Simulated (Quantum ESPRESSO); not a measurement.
# Ge (Fd-3m) in Quantum ESPRESSO: settings compared, part 3 of 3

Quantum ESPRESSO 7.5. Earlier steps stand in the parts before.

### 11 Band structure, LDA

The input, pw.in:

```
&CONTROL
  calculation = 'scf'
  prefix = 'pwscf'
  outdir = './tmp'
  pseudo_dir = './pseudo'
  tprnfor = .true.
  tstress = .true.
  disk_io = 'low'
/
&SYSTEM
  ibrav = 0
  A = 4.00068289
  nat = 2
  ntyp = 1
  ecutwfc = 45
  ecutrho = 360
  nbnd = 21
  occupations = 'smearing'
  smearing = 'fd'
  degauss = 0.00367493
/
&ELECTRONS
  conv_thr = 4d-10
  electron_maxstep = 120
  mixing_beta = 0.5
/
ATOMIC_SPECIES
Ge    72.6300 ge_lda_v1.4.uspp.F.UPF
CELL_PARAMETERS alat
   0.0000000000    0.7071067810    0.7071067810
   0.7071067810    0.0000000000    0.7071067810
   0.7071067810    0.7071067810    0.0000000000
ATOMIC_POSITIONS alat
Ge     1.0606601714    1.0606601714    1.0606601714
Ge     0.7071067810    0.7071067810    0.7071067810
K_POINTS automatic
8 8 8 0 0 0
```

The input, bands.in:

```
&CONTROL
  calculation = 'bands'
  prefix = 'pwscf'
  outdir = './tmp'
  pseudo_dir = './pseudo'
  disk_io = 'low'
  verbosity = 'high'
/
&SYSTEM
  ibrav = 0
  A = 4.00068289
  nat = 2
  ntyp = 1
  ecutwfc = 45
  ecutrho = 360
  nbnd = 21
  occupations = 'smearing'
  smearing = 'fd'
  degauss = 0.00367493
/
&ELECTRONS
  conv_thr = 1d-08
  electron_maxstep = 120
  mixing_beta = 0.5
  diago_full_acc = .true.
/
ATOMIC_SPECIES
Ge    72.6300 ge_lda_v1.4.uspp.F.UPF
CELL_PARAMETERS alat
   0.0000000000    0.7071067810    0.7071067810
   0.7071067810    0.0000000000    0.7071067810
   0.7071067810    0.7071067810    0.0000000000
ATOMIC_POSITIONS alat
Ge     1.0606601714    1.0606601714    1.0606601714
Ge     0.7071067810    0.7071067810    0.7071067810
K_POINTS crystal
60
 0.0000000000  0.0000000000  0.0000000000 1
 0.0625000000  0.0000000000  0.0625000000 1
 0.1250000000  0.0000000000  0.1250000000 1
 0.1875000000  0.0000000000  0.1875000000 1
 0.2500000000  0.0000000000  0.2500000000 1
 0.3125000000  0.0000000000  0.3125000000 1
 0.3750000000  0.0000000000  0.3750000000 1
 0.4375000000  0.0000000000  0.4375000000 1
 0.5000000000  0.0000000000  0.5000000000 1
 0.5000000000  0.0625000000  0.5625000000 1
 0.5000000000  0.1250000000  0.6250000000 1
 0.5000000000  0.1875000000  0.6875000000 1
 0.5000000000  0.2500000000  0.7500000000 1
 0.4375000000  0.3125000000  0.7500000000 1
 0.3750000000  0.3750000000  0.7500000000 1
 0.3375000000  0.3375000000  0.6750000000 1
 0.3000000000  0.3000000000  0.6000000000 1
 0.2625000000  0.2625000000  0.5250000000 1
 0.2250000000  0.2250000000  0.4500000000 1
 0.1875000000  0.1875000000  0.3750000000 1
 0.1500000000  0.1500000000  0.3000000000 1
 0.1125000000  0.1125000000  0.2250000000 1
 0.0750000000  0.0750000000  0.1500000000 1
 0.0375000000  0.0375000000  0.0750000000 1
 0.0000000000  0.0000000000  0.0000000000 1
 0.0625000000  0.0625000000  0.0625000000 1
 0.1250000000  0.1250000000  0.1250000000 1
 0.1875000000  0.1875000000  0.1875000000 1
 0.2500000000  0.2500000000  0.2500000000 1
 0.3125000000  0.3125000000  0.3125000000 1
 0.3750000000  0.3750000000  0.3750000000 1
 0.4375000000  0.4375000000  0.4375000000 1
 0.5000000000  0.5000000000  0.5000000000 1
 0.5250000000  0.4500000000  0.5250000000 1
 0.5500000000  0.4000000000  0.5500000000 1
 0.5750000000  0.3500000000  0.5750000000 1
 0.6000000000  0.3000000000  0.6000000000 1
 0.6250000000  0.2500000000  0.6250000000 1
 0.5833333333  0.2500000000  0.6666666667 1
 0.5416666667  0.2500000000  0.7083333333 1
 0.5000000000  0.2500000000  0.7500000000 1
 0.5000000000  0.2857142857  0.7142857143 1
 0.5000000000  0.3214285714  0.6785714286 1
 0.5000000000  0.3571428571  0.6428571429 1
 0.5000000000  0.3928571429  0.6071428571 1
 0.5000000000  0.4285714286  0.5714285714 1
 0.5000000000  0.4642857143  0.5357142857 1
 0.5000000000  0.5000000000  0.5000000000 1
 0.4821428571  0.4821428571  0.5357142857 1
 0.4642857143  0.4642857143  0.5714285714 1
 0.4464285714  0.4464285714  0.6071428571 1
 0.4285714286  0.4285714286  0.6428571429 1
 0.4107142857  0.4107142857  0.6785714286 1
 0.3928571429  0.3928571429  0.7142857143 1
 0.3750000000  0.3750000000  0.7500000000 1
 0.6250000000  0.2500000000  0.6250000000 1
 0.5937500000  0.1875000000  0.5937500000 1
 0.5625000000  0.1250000000  0.5625000000 1
 0.5312500000  0.0625000000  0.5312500000 1
 0.5000000000  0.0000000000  0.5000000000 1
```

Potentials or basis: GBRV 1.5 LDA.

Command:

```
$ OMP_NUM_THREADS=1 pw.x -in pw.in > pw.out
$ OMP_NUM_THREADS=1 pw.x -in bands.in > bands.out
```

Run time: 25 s. Hardware: 1 thread of AMD EPYC 7B13 (Zen 3), shared host; peak memory 0.17 GiB.

The run converged. Its results:

```
Free energy            : -5798.3412 eV
Pressure               : -1.5 GPa
Band gap on the k mesh : none (metal or under the smearing width)
```

Levels at the corners of the path, in eV from the Fermi level:
```csv
point,band 12,band 13,band 14,band 15,band 16,band 17
Γ,-0.17,0.03,0.03,0.03,2.55,2.55
X,-8.92,-3.05,-3.05,0.69,0.69,9.42
W,-8.82,-3.89,-3.89,4.26,4.26,4.67
K,-8.33,-4.32,-2.61,1.10,4.03,7.12
Γ,-0.17,0.03,0.03,0.03,2.55,2.55
L,-7.62,-1.38,-1.38,0.07,3.74,3.74
U,-8.33,-4.32,-2.61,1.10,4.03,7.12
W,-8.82,-3.89,-3.89,4.26,4.26,4.67
L,-7.62,-1.38,-1.38,0.07,3.74,3.74
K,-8.33,-4.32,-2.61,1.10,4.03,7.12
U,-8.33,-4.32,-2.61,1.10,4.03,7.12
X,-8.92,-3.05,-3.05,0.69,0.69,9.42
```

Caveat: this crystal is a semiconductor, whose small gap the functional closes, so the metal is an error of the method.

### 12 The runs side by side

| task | level | potentials or basis | cutoff (eV) | form of the LDA correlation | gap on the mesh (eV) | pressure (GPa) |
| --- | --- | --- | --- | --- | --- | --- |
| band structure | vdW-DF3-opt1 | PseudoDojo 0.4.1 SR PBE standard | 1061 | - | none | 0.6 |
| equation of state | vdW-DF3-opt1 | PseudoDojo 0.4.1 SR PBE standard | 1061 | - | - | - |
| band structure | LDA | GBRV 1.5 LDA | 612 | PZ81 | none | -1.5 |

Alike in all rows: no spin polarisation; cell as given; k mesh 8 × 8 × 8; smearing fermi-dirac 0.05 eV.

Caveats: the potentials were made for another functional, which shifts forces and pressure (some runs); this crystal is a semiconductor, whose small gap the functional closes, so the metal is an error of the method (some runs).

Total energies depend on the potentials used, so only differences within one code and one set of settings carry meaning.

### 13 Comparison with measurements

Step 2. Measured gap of Ge: 0.807 eV (direct; 300 K; “Electronic and optical properties of SixGe1-x-ySny alloys lattice-matched to Ge”, 2021, arxiv:2109.02782). This calculation gives 0.00 eV (-0.81 eV). 3 values of this kind are on record (0.666 to 0.807 eV); this one was drawn at random among those near their median. Spin-orbit coupling on Ge is left out. The value is that of vdW-DF3-opt1 on a finite k mesh, which can miss the band edges, without temperature or zero-point motion.

Step 10. Against the measured bulk modulus of Ge, 75.8 GPa (quoted in “Sub-monolayer structures of Ag overlayers on Ge(111): experimental observations and first-principles study”, 2019, arxiv:1908.00180), the calculated 65 GPa is off by -14.6 %. The fit is for a static lattice scaled at fixed shape and fixed fractional positions.

Step 11. Measured gap of Ge: 0.666 eV (indirect; 293 K; “Electronic and optical properties of SixGe1-x-ySny alloys lattice-matched to Ge”, 2021, arxiv:2109.02782). This calculation gives 0.00 eV (-0.67 eV). 3 values of this kind are on record (0.666 to 0.807 eV); this one was drawn at random among those near their median. Spin-orbit coupling on Ge is left out. The value is that of LDA on a finite k mesh, which can miss the band edges, without temperature or zero-point motion. Semilocal functionals fall short of measured gaps as a rule.
